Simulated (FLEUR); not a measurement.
# BaTiO3 (Barioperovskite) (Amm2) in FLEUR: single point with PBEsol

Aim: the single point of BaTiO3 (Barioperovskite) with PBEsol.

Everything below comes from runs of FLEUR MaX-R8.1 (later development tree). Logs are shortened: lines on timing, memory, paths and dates and some standing lists are left out, and cuts for length are marked.

## (1) The structure

It takes space group Amm2 (No. 38, orthorhombic). The conventional cell has a = 3.986 Å, b = 5.674 Å, c = 5.690 Å, α = 90.00°, β = 90.00°, γ = 90.00°. Ba (site symmetry mm2) is surrounded by 12 O at 2.77 to 2.92 Å. Around Ti (site symmetry mm2) lie 6 O at 1.93 to 2.09 Å. O (site symmetry m) is surrounded by 2 Ti at 1.93 to 2.09 Å. O (site symmetry mm2) is surrounded by 2 Ti at 2.00 Å.

## (2) Single point, PBEsol

inp.xml

```xml
<?xml version="1.0" encoding="UTF-8" standalone="no"?>
<fleurInput fleurInputVersion="0.39">
   <comment>
      BaTiO3                                                                                              
   </comment>
   <calculationSetup>
      <cutoffs Kmax="5.3" Gmax="16.4" GmaxXC="16.4" numbands="0"/>
      <scfLoop itmax="60" minDistance="0.00001" maxIterBroyd="15" imix="Anderson" alpha="0.05" precondParam="0.0" spinf="2.0" sdNocoIR="T"/>
      <coreElectrons ctail="T" frcor="F" kcrel="0" coretail_lmax="0"/>
      <xcFunctional name="PBEs" relativisticCorrections="F"/>
      <magnetism jspins="1"/>
      <soc l_soc="F" theta="0.0" phi="0.0" spav="F"/>
      <expertModes spex="0" secvar="F"/>
      <geometryOptimization l_f="T" forcealpha="1.0" forcemix="BFGS" epsdisp="0.0005" epsforce="0.0002"/>
      <ldaU l_linMix="F" mixParam="0.05" spinf="1.0"/>
   </calculationSetup>
   <cell>
      <bzIntegration valenceElectrons="50.0" mode="hist" fermiSmearingEnergy="0.00183747">
         <kPointListSelection listName="default-1"/>
         <!-- k-points included here -->
         <xi:include xmlns:xi="http://www.w3.org/2001/XInclude" href="kpts.xml"> </xi:include>
      </bzIntegration>
      <!-- symmetry operations included here -->
      <xi:include xmlns:xi="http://www.w3.org/2001/XInclude" href="sym.xml"> </xi:include>
      <bulkLattice scale="1.0">
         <bravaisMatrix>
            <row-1>    7.5315034695933001     0.0000000000000000     0.0000000000000000</row-1>
            <row-2>    0.0000000000000000     5.3609640428777396     5.3765542834056896</row-2>
            <row-3>    0.0000000000000000    -5.3609640428777396     5.3765542834056896</row-3>
         </bravaisMatrix>
      </bulkLattice>
   </cell>
   <atomSpecies>
[... 32 lines left out ...]
         <mtSphere radius="1.42" gridPoints="483" logIncrement="0.022"/>
         <atomicCutoffs lmax="8" lnonsphr="8"/>
         <electronConfig flipSpins="F">
            <coreConfig>(1s1/2)</coreConfig>
            <valenceConfig>(2s1/2) (2p1/2) (2p3/2)</valenceConfig>
            <stateOccupation state="(2p1/2)" spinUp="0.666667" spinDown="0.666667"/>
            <stateOccupation state="(2p3/2)" spinUp="1.333333" spinDown="1.333333"/>
         </electronConfig>
         <energyParameters s="2" p="2" d="3" f="4"/>
         <lo type="SCLO" l="0" n="2" eDeriv="2"/>
         <lo type="SCLO" l="1" n="2" eDeriv="2"/>
         <lo type="SCLO" l="2" n="3" eDeriv="2"/>
      </species>
   </atomSpecies>
   <atomGroups>
      <atomGroup species="Barium (Ba)">
         <relPos label="                   1">.0000000000 .0000000000 .0000000000</relPos>
         <force calculate="T" relaxXYZ="TTT"/>
      </atomGroup>
      <atomGroup species="Titanium (Ti)">
         <relPos label="                   2">1.000/2.000 -.4876000000 -.4876000000</relPos>
         <force calculate="T" relaxXYZ="TTT"/>
      </atomGroup>
      <atomGroup species="Oxygen (O)">
         <relPos label="                   3">1.000/2.000 -.0081600000 -.4947600000</relPos>
         <relPos label="                   4">1.000/2.000 -.4947600000 -.0081600000</relPos>
         <force calculate="T" relaxXYZ="TTT"/>
      </atomGroup>
      <atomGroup species="Oxygen (O)">
         <relPos label="                   5">.0000000000 .4874000000 .4874000000</relPos>
         <force calculate="T" relaxXYZ="TTT"/>
      </atomGroup>
   </atomGroups>
   <output dos="F" band="F" slice="F">
      <checks vchk="F" cdinf="F"/>
      <bandDOS minEnergy="-.5*Htr" maxEnergy="0.5*Htr" sigma="0.015" storeEVData="T"/>
      <vacuumDOS vacdos="F" integ="F" star="F" nstars="0" locx1="0.0" locy1="0.0" locx2="0.0" locy2="0.0" nstm="0" tworkf="0.0"/>
      <unfoldingBand unfoldBand="F" supercellX="1" supercellY="1" supercellZ="1"/>
      <plotting iplot="0" polar="F">
         <plot TwoD="T" vec1="  1.0  0.0  0.0" vec2="  0.0  1.0  0.0" vec3="  0.0  0.0  1.0" zero="  0.0  0.0  0.0" file="plot"/>
      </plotting>
      <chargeDensitySlicing numkpt="0" minEigenval="0.0" maxEigenval="0.0" nnne="0" pallst="F"/>
      <specialOutput eonly="F"/>
      <moessbauerParams electricFieldGradient="T" isomerShift="T" coreHyperfine="T" valenceHyperfine="T"/>
      <magneticCircularDichroism mcd="F" energyLo="-10.0" energyUp="0.0"/>
   </output>
  <!-- We include the file relax.xml here to enable relaxations (see documentation) -->
  <xi:include xmlns:xi="http://www.w3.org/2001/XInclude" href="relax.xml"> <xi:fallback/> </xi:include>
</fleurInput>
```

crystal.txt

```
BaTiO3
&input cartesian=F /
3.9855000000  0.0000000000  0.0000000000
0.0000000000  2.8369000000  2.8451500000
0.0000000000  -2.8369000000  2.8451500000
1.8897261246
1.0 1.0 1.0

5
56 0.0000000000  0.0000000000  0.0000000000
22 0.5000000000  0.5124000000  0.5124000000
8 0.5000000000  0.9918400000  0.5052400000
8 0.5000000000  0.5052400000  0.9918400000
8 0.0000000000  0.4874000000  0.4874000000

&kpt div1=7 div2=7 div3=7 gamma=T /
```

Potentials or basis: all-electron, FLAPW.

The run is started by

```bash
$ inpgen -f crystal.txt -profile fastHighL
$ # inp.xml edited to the form shown
$ mpirun -n 4 fleur_MPI -pe_per_kpt 1
```

Standard output:

```text
Welcome to FLEUR        (www.flapw.de)
      MaX-Release 8.1          (www.max-centre.eu)

 ========== k-point set info ==========
 Selected k-point list: default-1
 k-point list type: mesh
 7 x 7 x 7
 Number of k points: 64

 ------------Calculation Setup---------------------------
 Number of MPI-tasks      :            4
 Number of PE/node        :            4
 Number of OMP-threads    :            1
 Using exactly            1  PE per kpt
 k-points in parallel     :            4
 pe's per k-point         :            1
 No of k-point loops      :           16
 Using exactly            1  PE per kpt
 Using exactly            1  PE per kpt
 Using exactly            1  PE per kpt
 Eigenvalue solver        :       lapack
 Number of basis functions:         1312
 Approximate size of matrices (H+S) per k-point:         0.051 GB
 --------------------------------------------------------
 Iteration:     1   Distance:      27.37507176 me/bohr^3
 Iteration:     2   Distance:      22.66628240 me/bohr^3
 Iteration:     3   Distance:       8.04101017 me/bohr^3
 Iteration:     4   Distance:       7.60851288 me/bohr^3
 Iteration:     5   Distance:       4.65063726 me/bohr^3
 Iteration:     6   Distance:       2.23983126 me/bohr^3
 Iteration:     7   Distance:       0.76541740 me/bohr^3
 Iteration:     8   Distance:       0.45787550 me/bohr^3
 Iteration:     9   Distance:       0.32661102 me/bohr^3
 Iteration:    10   Distance:       0.05931539 me/bohr^3
 Iteration:    11   Distance:       0.08118165 me/bohr^3
 Iteration:    12   Distance:       0.01274939 me/bohr^3
 Iteration:    13   Distance:       0.00963310 me/bohr^3
 Iteration:    14   Distance:       0.01296353 me/bohr^3
 Iteration:    15   Distance:       0.00399617 me/bohr^3
 Iteration:    16   Distance:       0.00297775 me/bohr^3
 Iteration:    17   Distance:       0.00079988 me/bohr^3
 Iteration:    18   Distance:       0.00023613 me/bohr^3
 Iteration:    19   Distance:       0.00007173 me/bohr^3
 Iteration:    20   Distance:       0.00008359 me/bohr^3
 Iteration:    21   Distance:       0.00003015 me/bohr^3
 Iteration:    22   Distance:       0.00001163 me/bohr^3
 Iteration:    23   Distance:       0.00000244 me/bohr^3

 Reset of history

 ********************************************************************
 Run finished successfully
 Stop message:
   Structural relaxation: new displacements generated
 ********************************************************************
```

It took 8.9 min on 4 MPI ranks of Intel Xeon Platinum 8488C (Sapphire Rapids), shared host.

Results:

```
Free energy                                           : -250738.1186 eV
Largest force                                         : 0.287 eV/Å
Band gap on the k mesh                                : 1.93 eV, indirect (least direct gap 2.03 eV)
Valence electrons inside the program's atomic spheres : Ba 17.23; Ti 9.01; O 4.55 (radii Ba 2.55, Ti 1.85, O 1.42 bohr)
```

Forces on the atoms (eV/Å):
```
Ba   0.000  0.000  0.156
Ti   0.000  0.000  0.217
O    0.000 -0.031 -0.286
O    0.000  0.031 -0.286
O    0.000  0.000  0.206
```

Levels at points of the mesh, in eV from the valence-band top:
```
           k point  band 22  band 23  band 24  band 25  band 26  band 27  band 28  band 29
(0.00, 0.00, 0.00)    -1.05    -0.25    -0.14    -0.09     1.93     2.00     2.16     4.18
```

Core levels (eV from the Fermi level):
```
atom                                                                                                                                                                          levels
1 Ba  1s1/2 -37203.2, 2s1/2 -5870.5, 2p1/2 -5529.8, 2p3/2 -5148.4, 3s1/2 -1231.5, 3p1/2 -1088.5, 3p3/2 -1014.7, 4s1/2 -233.7, 3d3/2 -763.7, 3d5/2 -748.0, 4p1/2 -181.8, 4p3/2 -166.4
2 Ti                                                                                                                         1s1/2 -4855.9, 2s1/2 -530.5, 2p1/2 -442.0, 2p3/2 -436.2
 3 O                                                                                                                                                                    1s1/2 -502.1
 4 O                                                                                                                                                                    1s1/2 -502.1
 5 O                                                                                                                                                                    1s1/2 -502.1
```

Caveat: spin-orbit coupling is left out, which moves the levels of the heavy elements; an odd mesh through Γ misses points on the zone boundary, where band edges often lie.
